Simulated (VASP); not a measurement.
Crystal: GaN.

```
Ga N
1.0
     3.18000    0.00000    0.00000
    -1.59000    2.75396    0.00000
     0.00000    0.00000    5.16600
Ga N
2 2
Direct
  0.33333 0.66667 0.00000
  0.66667 0.33333 0.50000
  0.33333 0.66667 0.37500
  0.66667 0.33333 0.87500
```

```yaml
Program: VASP 6.6.1
Task: relaxation of cell and atoms
Functional: PBE
Dispersion: D3(BJ)
Potentials_or_basis: VASP PAW PBE potentials, release 64 (Ga_d, N)
Cutoff: 600 eV
k_mesh: 12 × 12 × 5
Occupations: gaussian, width 0.03 eV
Spin: no spin polarisation
```

At the start: pressure 3.4 GPa; volume 11.31 Å³/atom.

**Question.** How do energy, volume and symmetry change on relaxing?

**Answer.** Over 8 steps the energy falls by 2.6 meV/atom and the volume is 11.52 Å³/atom (+1.8 %); space group P6_3mc (No. 186, to 0.05 Å).

Step by step:
```tsv
step	energy change (eV)	largest force (eV/Å)	pressure (GPa)	volume (Å³)
1	0.0000	0.1338	3.39	45.24
2	-0.0025	0.0835	-2.80	46.83
3	-0.0103	0.0069	-0.05	46.08
4	-0.0103	0.0096	0.17	46.06
5	-0.0104	0.0122	0.00	46.07
6	-0.0104	0.0116	0.05	46.07
7	-0.0104	0.0111	-0.02	46.07
8	-0.0104	0.0010	0.08	46.07
```

Final structure:
```yaml
crystal:
  lattice:
    - [3.19567, 0.00000, 0.00000]
    - [-1.59784, 2.76753, 0.00000]
    - [0.00000, 0.00000, 5.20895]
  atoms:
    - { symbol: Ga, position: [0.33333, 0.66667, 0.99921] }
    - { symbol: Ga, position: [0.66667, 0.33333, 0.49921] }
    - { symbol: N, position: [0.33333, 0.66667, 0.37579] }
    - { symbol: N, position: [0.66667, 0.33333, 0.87579] }
```
